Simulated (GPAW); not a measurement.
# diamond-type (Si)₁₋ₓ(Ge)ₓ at x = 0: the Si K absorption edge

What does the Si K edge look like in diamond-type (Si)₁₋ₓ(Ge)ₓ at x = 0?

Method: X-ray absorption from dipole matrix elements to empty bands, plane-wave PAW LDA, in GPAW 26.7.0.

### 1. The structure

The structure is cubic, space group Fd-3m (No. 227). Conventional cell: a = 5.431 Å, b = 5.431 Å, c = 5.431 Å, α = 90.00°, β = 90.00°, γ = 90.00°. Nearest to Si lie 4 Si at 2.35 Å. 16-atom diamond-type cell, 0 of 16 Si sites taken by Ge at random, lattice constants typed for the ends and interpolated (Vegard).

As a file:

```cif
data_structure
_symmetry_space_group_name_H-M 'Fd-3m:1'
_symmetry_Int_Tables_number 227
_cell_length_a 5.4310
_cell_length_b 5.4310
_cell_length_c 5.4310
_cell_angle_alpha 90.000
_cell_angle_beta 90.000
_cell_angle_gamma 90.000
_cell_volume 160.19
loop_
_atom_site_label
_atom_site_type_symbol
_atom_site_symmetry_multiplicity
_atom_site_Wyckoff_symbol
_atom_site_fract_x
_atom_site_fract_y
_atom_site_fract_z
_atom_site_occupancy
Si1 Si 8 a 0.00000 0.00000 0.00000 1
```

### 2. The field without a hole

A plain self-consistent run shows whether there is a gap, which decides the set-up of the core-hole run.

File scf.py:

```python
import numpy as np
from ase import Atoms
from ase.parallel import parprint, paropen
from gpaw import GPAW, PW, FermiDirac, Mixer, MixerDif, setup_paths
from gpaw.test import gen
setup_paths.insert(0, '.')
gen('Si', name='nch1s', xcname='LDA', corehole=(1, 0, 0), write_xml=True)
from gpaw.mpi import world
world.barrier()

atoms = Atoms('Si16',
    cell=[[0, 5.431, 5.431],
     [5.431, 0, 5.431],
     [5.431, 5.431, 0]],
    scaled_positions=[[0, 0, 0],
     [0.125, 0.125, 0.125],
     [0, 0, 0.5],
     [0.125, 0.125, 0.625],
     [0, 0.5, 0],
     [0.125, 0.625, 0.125],
     [0, 0.5, 0.5],
     [0.125, 0.625, 0.625],
     [0.5, 0, 0],
     [0.625, 0.125, 0.125],
     [0.5, 0, 0.5],
     [0.625, 0.125, 0.625],
     [0.5, 0.5, 1],
     [0.625, 0.625, 0.125],
     [0.5, 0.5, 0.5],
     [0.625, 0.625, 0.625]],
    pbc=True)
atoms.calc = calc = GPAW(legacy_gpaw=True, mode=PW(400, force_complex_dtype=True), xc='LDA', setups={0: 'nch1s'},
    kpts={'size': (4, 4, 4), 'gamma': True}, occupations=FermiDirac(0.05),
    charge=0, mixer=Mixer(0.1, 5, 50), maxiter=150,
    convergence={'density': 0.0001, 'eigenstates': 1e-6}, txt='scf.txt')
energy = atoms.get_potential_energy() + calc.get_reference_energy()
ef = calc.get_fermi_level()
out = dict(energy=energy, fermi=ef, forces=atoms.get_forces().tolist())
parprint(f'all-electron energy {energy:.4f} eV, Fermi level {ef:.4f} eV')
ev = np.array([[calc.get_eigenvalues(k, s) for k in range(len(calc.get_ibz_k_points()))] for s in range(calc.get_number_of_spins())])
out['homo'], out['lumo'], out['counts'] = ev[ev < ef].max(), ev[ev > ef].min(), sorted(set((ev < ef).sum((0, 2)).tolist()))
out['filled'] = (ev[:, 0] < ef).sum(1).tolist()
import json
with paropen('out.json', 'w') as f:
    json.dump(out, f)
```

The run is started by

```console
$ OMP_NUM_THREADS=1 mpirun -n 4 gpaw python scf.py
```

Numbers of over 12 decimals in the logs are rounded to 6 here.

What it wrote:

```text
Input parameters:
  convergence: {density: 0.0001,
                eigenstates: 1e-06}
  kpts: {gamma: True,
         size: (4, 4, 4)}
  maxiter: 150
  mixer: {backend: pulay,
          beta: 0.1,
          method: separate,
          nmaxold: 5,
          weight: 50}
  mode: {ecut: 400.0,
         force_complex_dtype: True,
         name: pw}
  occupations: {fixmagmom: False,
                name: fermi-dirac,
                width: 0.05}
  setups: {0: nch1s}

Initialize ...

[... PAW data sets ...]

Reference energy: -125739.410936  # eV

Spin-paired calculation

[... convergence settings ...]
Symmetries present (total): 24
  [... symmetry matrices ...]

64 k-points: 4 x 4 x 4 Monkhorst-Pack grid + [1/8,1/8,1/8]
8 k-points in the irreducible part of the Brillouin zone
       k-points in crystal coordinates                weights
   0:     0.00000000    0.00000000    0.00000000          1/64
   1:     0.25000000    0.25000000    0.00000000          6/64
   2:     0.25000000    0.25000000    0.25000000          8/64
   3:     0.50000000    0.25000000   -0.25000000          6/64
   4:     0.50000000    0.25000000    0.25000000         12/64
   5:     0.50000000    0.50000000    0.00000000          3/64
   6:     0.50000000    0.50000000    0.25000000         24/64
   7:     0.50000000    0.50000000    0.50000000          4/64

Wave functions: Plane wave expansion
  Cutoff energy: 400.000 eV
  Number of coefficients (min, max): 5770, 5855
  Pulay-stress correction: 0.000000 eV/Ang^3 (de/decut=0.000000)
  Using FFTW library
  Wavefunction extrapolation:
    Improved wavefunction reuse through dual PAW basis

Occupation numbers: Fermi-Dirac:
  width: 0.0500  # eV

Eigensolver
   Davidson(niter=2)

Densities:
  Coarse grid: 36*36*36 grid
  Fine grid: 72*72*72 grid
  Total Charge: 0.000000

Density mixing:
  Method: separate
  Backend: pulay
  Linear mixing parameter: 0.1
  old densities: 5
  Width of damping distribution: 1.1
  Damping of long wavelength oscillations: 50

[... Hamiltonian set-up ...]
Number of atoms: 16
Number of atomic orbitals: 64
Number of bands in calculation: 43
Number of valence electrons: 64
Bands to converge: occupied

... initialized

Initializing position-dependent things.

Density initialized from atomic densities
Creating initial wave functions:
  43 bands from LCAO basis set

                            Si
                                Si
                   Si
                        Si
                     Si
             Si           Si
                 Si
                  Si
         Si        Si Si
              Si
           Si
               Si
       Si

Atomic positions and initial magnetic moments

Positions:
   0 Si     0.000000    0.000000    0.000000    ( 0.0000,  0.0000,  0.0000)
   1 Si     1.357750    1.357750    1.357750    ( 0.0000,  0.0000,  0.0000)
   2 Si     2.715500    2.715500    0.000000    ( 0.0000,  0.0000,  0.0000)
   3 Si     4.073250    4.073250    1.357750    ( 0.0000,  0.0000,  0.0000)
   4 Si     2.715500    0.000000    2.715500    ( 0.0000,  0.0000,  0.0000)
   5 Si     4.073250    1.357750    4.073250    ( 0.0000,  0.0000,  0.0000)
   6 Si     5.431000    2.715500    2.715500    ( 0.0000,  0.0000,  0.0000)
[...]
13 Si     4.073250    4.073250    6.788750    ( 0.0000,  0.0000,  0.0000)
  14 Si     5.431000    5.431000    5.431000    ( 0.0000,  0.0000,  0.0000)
  15 Si     6.788750    6.788750    6.788750    ( 0.0000,  0.0000,  0.0000)

Unit cell:
           periodic     x           y           z      points  spacing
  1. axis:    yes    0.000000    5.431000    5.431000    36     0.1742
  2. axis:    yes    5.431000    0.000000    5.431000    36     0.1742
  3. axis:    yes    5.431000    5.431000    0.000000    36     0.1742

  Lengths:   7.680594   7.680594   7.680594
  Angles:   60.000000  60.000000  60.000000

Effective grid spacing dv^(1/3) = 0.1901

iter:   1   -96.368198
iter:   2   -96.162537   -1.86  -0.80
iter:   3   -96.677626   -1.23  -0.83
iter:   4   -95.753745   -2.93  -0.92
iter:   5   -95.493544   -3.42  -1.12
iter:   6   -95.045344   -2.21  -1.22
iter:   7   -95.049694   -3.53  -2.31
iter:   8   -95.043861c  -4.73  -2.15
iter:   9   -95.042867c  -5.25  -2.50
iter:  10   -95.042803c  -6.49c -2.86
iter:  11   -95.042876c  -6.76c -2.95
iter:  12   -95.042659c  -5.44  -2.87
iter:  13   -95.042648c  -7.11c -3.51
iter:  14   -95.042645c  -7.33c -3.73
iter:  15   -95.042648c  -7.55c -3.86
iter:  16   -95.042684c  -6.17c -3.81
iter:  17   -95.042647c  -6.30c -3.31
iter:  18   -95.042646c  -8.47c -3.97
iter:  19   -95.042647c  -8.09c -4.34c

Converged after 19 iterations.

Dipole moment: (-23.385019, -23.385019, -23.385019) |e|*Ang

Energy contributions relative to reference atoms: (reference = -125739.410936)

Kinetic:       +124.050080
Potential:     -109.331226
External:        +0.000000
XC:            -109.598568
Entropy (-ST):   -0.000527
Local:           -0.162669
SIC:             +0.000000
--------------------------
Free energy:    -95.042910
Extrapolated:   -95.042647

Showing only first 2 kpts
 Kpt  Band  Eigenvalues  Occupancy
  0    30      5.13472    1.98301
  0    31      5.13472    1.98301
  0    32      5.74154    0.00125
  0    33      5.74161    0.00125

  1    30      4.32511    2.00000
  1    31      4.32511    2.00000
  1    32      5.65265    0.00737
  1    33      6.57294    0.00000

Fermi level: 5.37269

Gap: 0.518 eV
Transition (v -> c):
  (s=0, k=0, n=31, [0.00, 0.00, 0.00]) -> (s=0, k=1, n=32, [0.25, 0.25, 0.00])
Direct/indirect transitions are different
Direct gap: 0.607 eV
Transition at: (s=0, k=0, n=31, [0.00, 0.00, 0.00])

Forces in eV/Ang:
  0 Si    0.00000   -0.00000    0.00000
  1 Si   -0.00071   -0.00071   -0.00071
  2 Si    0.00000   -0.00000   -0.00008
  3 Si    0.00071    0.00071   -0.00071
  4 Si    0.00000   -0.00008    0.00000
  5 Si    0.00071   -0.00071    0.00071
  6 Si    0.00008   -0.00000    0.00000
[...]
13 Si    0.00056    0.00056   -0.00056
 14 Si   -0.00000   -0.00000   -0.00000
 15 Si   -0.00056   -0.00056   -0.00056
Scalar-relativistic atomic LDA calculation for Si (Silicon, Z=14)
Core hole in 1s state (1s occupation: 2.0)
450 radial gridpoints.
|------------------------------------------------|
|------------------------------------------------|
[... the atom generator's iteration count ...]

Energy contributions:
-------------------------
Kinetic:     +289.200818
XC:           -19.595459
Potential:   -558.407745
-------------------------
Total:       -288.802385

state      eigenvalue         ekin         rmax
-----------------------------------------------
1s^2.0 :   -65.348349    92.179850        0.073
2s^2.0 :    -5.098251    13.047377        0.456
2p^6.0 :    -3.513548    12.237934        0.387
3s^2.0 :    -0.399754     1.628943        1.773
3p^2.0 :    -0.152955     1.030438        2.146
-----------------------------------------------
(units: Bohr and Hartree)

Generating PAW setup
Kinetic energy of the core from tauc = 284.492433
Cutoffs:
rc(s)=2.000
rc(p)=2.000
rc(d)=2.000
rc(vbar)=1.800
rc(comp)=2.000
rc(nct)=2.000

Kinetic energy of the core states: 283.882055
Charge: 0.0
Core electrons: 10.0
Valence electrons: 4.0
Pseudo-core charge: 0.185992
Shape function alpha=2.500
Pseudo-electron charge 4.425116
state    eigenvalue         norm
--------------------------------
3s(2) :    -0.399754     1.114161
*s    :     0.600246
3p(2) :    -0.152955     1.005401
*p    :     0.847045
*d    :     0.000000
--------------------------------

Diagonalizing with gridspacing h=0.050

state   all-electron     PAW
-------------------------------
3s:      -0.399754    -0.399911
3p:      -0.152955    -0.153089
*d:                    0.032715
*f:                    0.069217
-------------------------------
all-electron energy -125834.4536 eV, Fermi level 5.3727 eV
```

Elapsed: 20 s, on 4 MPI ranks of Arm Neoverse V2, shared host; peak memory 0.28 GiB.

The mesh shows a gap of 0.52 eV. The excited electron is kept all the same, so that all members of the series, with or without a gap, are treated alike.

### 3. Cell without a hole, the energy reference

The photon energy needs a difference of total energies, so the cell and mesh of the coming hole run are first run without a hole.

Changes to scf.py since step 2:

```diff
@@ -26,3 +26,3 @@
      [0.625, 0.125, 0.625],
-     [0.5, 0.5, 1],
+     [0.5, 0.5, 0],
      [0.625, 0.625, 0.125],
@@ -32,3 +32,3 @@
 atoms.calc = calc = GPAW(legacy_gpaw=True, mode=PW(400, force_complex_dtype=True), xc='LDA', setups={0: 'nch1s'},
-    kpts={'size': (4, 4, 4), 'gamma': True}, occupations=FermiDirac(0.05),
+    kpts={'size': (3, 3, 3), 'gamma': True}, occupations=FermiDirac(0.02),
     charge=0, mixer=Mixer(0.1, 5, 50), maxiter=150,
```

What it wrote:

```text
Input parameters:
  convergence: {density: 0.0001,
                eigenstates: 1e-06}
  kpts: {gamma: True,
         size: (3, 3, 3)}
  maxiter: 150
  mixer: {backend: pulay,
          beta: 0.1,
          method: separate,
          nmaxold: 5,
          weight: 50}
  mode: {ecut: 400.0,
         force_complex_dtype: True,
         name: pw}
  occupations: {fixmagmom: False,
                name: fermi-dirac,
[...]
3s(2) :    -0.399754     1.114161
*s    :     0.600246
3p(2) :    -0.152955     1.005401
*p    :     0.847045
*d    :     0.000000
--------------------------------

Diagonalizing with gridspacing h=0.050

state   all-electron     PAW
-------------------------------
3s:      -0.399754    -0.399911
3p:      -0.152955    -0.153089
*d:                    0.032715
*f:                    0.069217
-------------------------------
all-electron energy -125834.2810 eV, Fermi level 5.4335 eV
[key lines of the parts left out:]
Converged after 17 iterations.
Dipole moment: (-23.340660, -23.340660, -23.340660) |e|*Ang
Free energy:    -94.870030
Fermi level: 5.43348
```

Elapsed: 11 s, on 4 MPI ranks; peak memory 0.27 GiB; 44 s of CPU time.

Reference energy: -125834.281 eV with the cores included.

(Continued in part 2 of 2.)

[Banner, clock and machine lines of the logs are left out without a mark of their own.]

[Logs are printed without paths, hosts, clocks, repeated set-up lines and the standing remarks that a program may print on its own settings, such as how far it seeks lower states.]

[Hosts, paths, dates, database ids (printed as entryN), source tags and the programs' standing remarks are cut or masked in the printed files.]

[Lists of maxima count a maximum above −3 eV only where it reaches 4 % of the highest in the window and stands out from its surroundings by 2 % of it (1.5 % where it reaches 55 %); shoulders and weaker maxima are passed over, and of the rest the first, up to two pre-edge ones and the few strongest are named.]
